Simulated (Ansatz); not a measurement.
# InAs (F-43m) in Ansatz: notebook

The runs below take InAs through band structure, with PBEsol, RPBE.

All numbers are computed with Ansatz 0.2.0; they aren't measurements. Logs are shortened: lines on timing, memory, paths and dates and some standing lists are left out, and cuts for length are marked.

**What was measured.**

A printed reference work, data compilation reports, for a bulk crystal of InAs at 4.2 K: band gap 0.418 eV (direct).

The results are compared with them further down.

**1. The crystal as given**

Symmetry: F-43m, No. 216, cubic system. The conventional cell has a = 6.036 Å, b = 6.036 Å, c = 6.036 Å, α = 90.00°, β = 90.00°, γ = 90.00°. In (site symmetry -43m) is surrounded by 4 As at 2.61 Å. As (site symmetry -43m) is surrounded by 4 In at 2.61 Å.

**2. Band structure, PBEsol**

input.yaml reads:

```yaml
crystal:
  lattice:
    - [0.0, 3.018, 3.018]
    - [3.018, 0.0, 3.018]
    - [3.018, 3.018, 0.0]
  atoms:
    - { symbol: In, position: [0.0, 0.0, 0.0] }
    - { symbol: As, position: [0.75, 0.75, 0.75] }
kpoints:
  mp_grid: { grid: [8, 8, 8] }
  band_path:
    path:
      - [0.0, 0.0, 0.0]
      - [0.5, 0.0, 0.5]
      - [0.5, 0.25, 0.75]
      - [0.375, 0.375, 0.75]
      - [0.0, 0.0, 0.0]
      - [0.5, 0.5, 0.5]
      - [0.625, 0.25, 0.625]
      - [0.5, 0.25, 0.75]
    npoints: 6
scf:
  occupations: { method: fermi_dirac, width: 0.05 }
hamiltonian:
  xc: pbesol
  pseudopotentials: { kind: all_electron, lapw: { basis_error: 0.001 } }
output:
  forces: true
  stress: true
  eigenvalues: true
```

Potentials or basis: all-electron LAPW, scalar-relativistic.

Launch:

```
> ansatz run input.yaml --threads 1 --pin off --max-ram 3072MiB --backend cpu --events-out ev --progress --plain --runs-dir out
```

The log of the run:

```text
Warning: RAYON_NUM_THREADS=1 ignored (pool sized by the plan → 1); use --threads N
LAPW: plane waves up to 8.620 Å⁻¹, error target 1.0e-3 eV per atom; small_component_spin mean_spin; As in spheres of 1.266 Å, 23 of its electrons in bands, Dirac shells []; In in spheres of 1.348 Å, 21 of its electrons in bands, Dirac shells [] (how accurate: hamiltonian.pseudopotentials.lapw.basis_error, Limitations)
Engine: ansatz 0.2.0, aarch64-unknown-linux-gnu
Pseudopotentials: kind: all_electron
Pseudopotential: In, LAPW, valence charge 21, lapw/all_electron/scalar/gaussian/In, Koelling and Harmon's equation, gaussian nucleus
Pseudopotential: As, LAPW, valence charge 23, lapw/all_electron/scalar/gaussian/As, Koelling and Harmon's equation, gaussian nucleus
Functional definition: PBEsol
  exchange = pbesol_x
  correlation = pbesol_c
Crystal: 2 atoms, lattice volume = 54.978 Å³
Basis set: ecut = 283.11960977562046 eV, 609 PW (Γ), exchange–correlation at level 2
Bands: 27, of which v1, the nominal top of the filled ones, is band 22 counted from 1 (21 counted from 0)
Symmetry: 24 space group operations
Space group: F-43m (ITA 216), of the structure as read, at distance tolerance 3.8e-5 Å
k-points: 29 of 512 (time reversal used)
Non-local potential: In, projectors of the file, none
Non-local potential: As, projectors of the file, none
Initial density: superposition of atomic densities (chi_scale 0.1, normalization cell, long waves kept (reshape's long-wave potential 0.00 eV rms))
Initial wavefunctions: plane waves of lowest kinetic energy (no species holds an atomic orbital)
Functional: x = pbesol(κ = 0.804, μ = 0.12345679012345678), c = pbesol(β = 0.046)
iter 1 solved again at ethr=1.81e-3 eV; its pass at ethr=1.00e-1 eV (dr2=7.96e-1 eV) is discarded
SCF iter   1: F=—  HF=-221455.054198 eV  |F-HF|=—  |Δ(HF+E_count)|=         —  Δρ=2.83e-2  dr2=7.97e-1  ethr=1.81e-3  ⟨swp⟩=2.0  Hψ=4981  notcnv=0
preconditioner: auto → Kerker (q_TF=auto, 2.629 Å⁻¹)  [metal: Δε(μ)=0.096 eV  Ē_g=15.049 eV  σ=0.050 eV  W_gap=0.38  n_scr=14 (ndim 8)  ℏωp=21.2 eV  f_vac=0.130  D(μ)=0.05/eV (n_scr^D=0)]
SCF iter   2: F=—  HF=-221454.860049 eV  |F-HF|=—  |Δ(HF+E_count)|=   1.94e-1  Δρ=1.78e-2  dr2=3.28e-1  ethr=1.81e-3  ⟨swp⟩=2.0  Hψ=2343  notcnv=0
preconditioner: auto → none  [insulator: Δε(μ)=1.117 eV  Ē_g=15.385 eV  σ=0.050 eV  W_gap=0.75  n_scr=14 (ndim 8)  ℏωp=21.2 eV  f_vac=0.144  D(μ)=0.06/eV (n_scr^D=0)  ε∞_Penn≈2.9]
iter 3 solved again at ethr=7.58e-6 eV; its pass at ethr=7.45e-4 eV (dr2=3.33e-3 eV) is discarded
SCF iter   3: F=—  HF=-221454.780655 eV  |F-HF|=—  |Δ(HF+E_count)|=   7.94e-2  Δρ=3.07e-3  dr2=3.34e-3  ethr=7.58e-6  ⟨swp⟩=2.0  Hψ=3955  notcnv=0
SCF iter   4: F=—  HF=-221454.777514 eV  |F-HF|=—  |Δ(HF+E_count)|=         —  Δρ=1.12e-3  dr2=8.72e-4  ethr=7.58e-6  ⟨swp⟩=2.9  Hψ=2304  notcnv=0
the basis was enlarged: its passes take 118.3 KiB over the memory plan, 1 of 1 planned eigensolver slots
SCF iter   5: F=—  HF=-221454.776486 eV  |F-HF|=—  |Δ(HF+E_count)|=   1.03e-3  Δρ=2.58e-4  dr2=2.99e-5  ethr=1.98e-6  ⟨swp⟩=2.9  Hψ=2231  notcnv=0
SCF iter   6: F=—  HF=-221454.776455 eV  |F-HF|=—  |Δ(HF+E_count)|=   3.06e-5  Δρ=9.84e-5  dr2=7.65e-6  ethr=6.78e-8  ⟨swp⟩=2.8  Hψ=2218  notcnv=0
SCF iter   7: F=—  HF=-221454.776451 eV  |F-HF|=—  |Δ(HF+E_count)|=   3.71e-6  Δρ=2.06e-5  dr2=2.01e-7  ethr=1.74e-8  ⟨swp⟩=2.9  Hψ=2227  notcnv=0
SCF iter   8: F=-221454.776452 eV  HF=-221454.776452 eV  |F-HF|=4.86e-9  |Δ(HF+E_count)|=   3.60e-7  Δρ=2.29e-6  dr2=3.40e-9  ethr=4.56e-10  ⟨swp⟩=3.0  Hψ=2304  notcnv=0
SCF 1 converged in 8 iterations: F = -221454.776452 eV  dr2 = 3.40e-9
NSCF: frozen V_eff on 43 k-points
SCF converged after 8 iterations
Free energy (F): -221454.776452 eV
Harris-Foulkes:  -221454.776452 eV  (|F-HF|=4.86e-9)
Internal energy: -221454.775915 eV  (E = F + TS)
E sigma→0 (E₀):  -221454.776183 eV
Entropy (-TS):   -0.000537 eV (-0.269 meV/atom)
Fermi energy:    9.655515 eV
--- Per-component energies (eV) ---
  E_band       = -1915.444150
  E_kinetic    = 230745.829198
  E_xc         = -6518.366941
  E_electrostatic = -445682.238172  (all electrons and nuclei)
  E_smearing   = -0.000537  (= −TS)
  E_closure    = 0.000000  (closes the sum)
  E_atoms      = -221446.320134  (free atoms, spherical and without spin; not in F)
  Σ components = -221454.776452   (vs F -221454.776452, Δ=0.00e0)
  Basis errors (estimates in eV, not in F): energy 4.4e-4 per atom: plane waves 4.0e-4 (2.3e-4 summed), levels above the bands 8.9e-75, relativity 1.7e-8, radial functions 4.2e-5, core shells 4.1e-7; eigenvalues (radial functions only) 1.2e-6; not estimated: angular momenta, meshes, grids; target (lapw.basis_error) 1.0e-3; muffin-tin radii As 1.266 Å, In 1.348 Å
--- Forces (eV/Å), atoms counted from 1 ---
  atom   1  In     0.00000000    -0.00000000     0.00000000
  atom   2  As    -0.00000000     0.00000000     0.00000000
  max |Σ_I F_I| component: 1.39e-17 eV/Å
--- Stress (GPa, compression-positive) ---
        1.522364      -0.000000      -0.000000
       -0.000000       1.522364       0.000000
       -0.000000       0.000000       1.522364
  P = ⅓ Tr σ = 1.5224 GPa (15.224 kbar)
--- Band table (eV; the first three rows and the last of 29) ---
  k-point 0: bands = ["-174.5923", "-118.1529", "-118.1529", "-118.1529", "-105.4208", "-63.9476", "-63.9476", "-63.9476", "-25.4079", "-25.4079", "-25.4079", "-25.3998", "-25.3998", "-4.7428", "-4.7428", "-4.7428", "-4.6120", "-4.6120", "-2.3196", "9.3480", "9.6084", "9.6084", "9.6084", "13.4783", "13.4783", "13.4783", "16.9651"]
  k-point 1: bands = ["-174.5923", "-118.1529", "-118.1529", "-118.1529", "-105.4208", "-63.9477", "-63.9476", "-63.9476", "-25.4079", "-25.4078", "-25.4078", "-25.3997", "-25.3997", "-4.7644", "-4.7367", "-4.7367", "-4.6122", "-4.6122", "-2.1550", "7.6879", "9.4125", "9.4125", "10.6702", "13.6171", "13.7625", "13.7625", "17.8185"]
  k-point 2: bands = ["-174.5923", "-118.1529", "-118.1529", "-118.1529", "-105.4208", "-63.9477", "-63.9477", "-63.9477", "-25.4079", "-25.4078", "-25.4078", "-25.3997", "-25.3997", "-4.8127", "-4.7236", "-4.7236", "-4.6110", "-4.6110", "-1.7047", "5.8649", "9.0280", "9.0280", "10.7959", "14.1980", "14.1980", "14.7082", "17.8284"]
  k-point 28: bands = ["-174.5923", "-118.1529", "-118.1529", "-118.1529", "-105.4208", "-63.9477", "-63.9477", "-63.9477", "-25.4079", "-25.4079", "-25.4074", "-25.3997", "-25.3994", "-4.9106", "-4.6909", "-4.6659", "-4.6285", "-4.6039", "-0.2165", "3.8573", "6.6035", "6.6820", "13.8149", "13.8233", "14.5534", "15.5965", "19.4042"]
```

Wall time 22 s (1 thread of Arm Neoverse V1, shared host); peak memory 0.3 GiB.

What came out:

* Free energy: -221454.7765 eV
* Pressure: 1.5 GPa
* Band gap along the path: none (metal or under the smearing width)

Levels at the corners of the path, in eV from the Fermi level:
| point | band 18 | band 19 | band 20 | band 21 | band 22 | band 23 | band 24 | band 25 | band 26 | band 27 |
| --- | --- | --- | --- | --- | --- | --- | --- | --- | --- | --- |
| Γ | -14.27 | -11.98 | -0.31 | -0.05 | -0.05 | -0.05 | 3.82 | 3.82 | 3.82 | 7.31 |
| X | -14.24 | -9.93 | -5.94 | -2.40 | -2.40 | 1.39 | 1.94 | 9.06 | 9.22 | 9.22 |
| W | -14.26 | -9.87 | -5.80 | -3.05 | -2.97 | 4.16 | 4.17 | 4.90 | 5.94 | 9.75 |
| K | -14.26 | -9.94 | -5.81 | -3.38 | -2.03 | 1.98 | 4.18 | 7.21 | 7.35 | 7.67 |
| Γ | -14.27 | -11.98 | -0.31 | -0.05 | -0.05 | -0.05 | 3.82 | 3.82 | 3.82 | 7.31 |
| L | -14.26 | -10.48 | -5.88 | -1.05 | -1.05 | 0.84 | 4.59 | 4.59 | 6.68 | 8.89 |
| U | -14.26 | -9.94 | -5.81 | -3.38 | -2.03 | 1.98 | 4.18 | 7.21 | 7.35 | 7.67 |
| W | -14.26 | -9.87 | -5.80 | -3.05 | -2.97 | 4.16 | 4.17 | 4.90 | 5.94 | 9.75 |

Caveat: spin-orbit coupling is left out, which moves the levels of the heavy elements.

**3. Band structure, RPBE**

input.yaml, as its differences from that of step 2:

```diff
@@ -24,3 +24,3 @@
 hamiltonian:
-  xc: pbesol
+  xc: rpbe
   pseudopotentials: { kind: all_electron, lapw: { basis_error: 0.001 } }
```

Potentials or basis: all-electron LAPW, scalar-relativistic.

Launch:

```
> ansatz run input.yaml --threads 1 --pin off --max-ram 3072MiB --backend cpu --events-out ev --progress --plain --runs-dir out
```

Run time: 21 s. Hardware: 1 thread of Arm Neoverse V1, shared host; peak memory 0.3 GiB.

Results (log left out):

```yaml
Free_energy: -221584.6144 eV
Pressure: 6.0 GPa
Band_gap_along_the_path: none (metal or under the smearing width)
```

Levels at the corners of the path, in eV from the Fermi level:
```tsv
point	band 18	band 19	band 20	band 21	band 22	band 23	band 24	band 25	band 26	band 27
Γ	-14.36	-11.91	-0.09	-0.06	-0.06	-0.06	3.91	3.91	3.91	7.70
X	-14.34	-9.89	-5.87	-2.38	-2.38	1.60	2.10	9.31	9.33	9.33
W	-14.35	-9.84	-5.72	-3.00	-2.91	4.22	4.33	5.05	6.15	9.92
K	-14.35	-9.90	-5.73	-3.31	-2.00	2.16	4.30	7.39	7.43	7.88
Γ	-14.36	-11.91	-0.09	-0.06	-0.06	-0.06	3.91	3.91	3.91	7.70
L	-14.35	-10.43	-5.79	-1.04	-1.04	1.02	4.68	4.68	6.98	9.18
U	-14.35	-9.90	-5.73	-3.31	-2.00	2.16	4.30	7.39	7.43	7.88
W	-14.35	-9.84	-5.72	-3.00	-2.91	4.22	4.33	5.05	6.15	9.92
```

Caveat: spin-orbit coupling is left out, which moves the levels of the heavy elements.

**4. How close it comes**

Step 2. Against the measured gap of InAs, 0.418 eV (direct; 4.2 K; a printed reference work, data compilation), the calculated 0.00 eV is off by -0.42 eV. Spin-orbit coupling on As, In is left out. The value is that of PBEsol, without temperature or zero-point motion. Semilocal functionals fall short of measured gaps as a rule.

Step 3. A measured gap of InAs is 0.418 eV (direct; 4.2 K; a printed reference work, data compilation); the calculated 0.00 eV misses it by -0.42 eV. Spin-orbit coupling on As, In is left out. The value is that of RPBE, without temperature or zero-point motion. Semilocal functionals fall short of measured gaps as a rule.
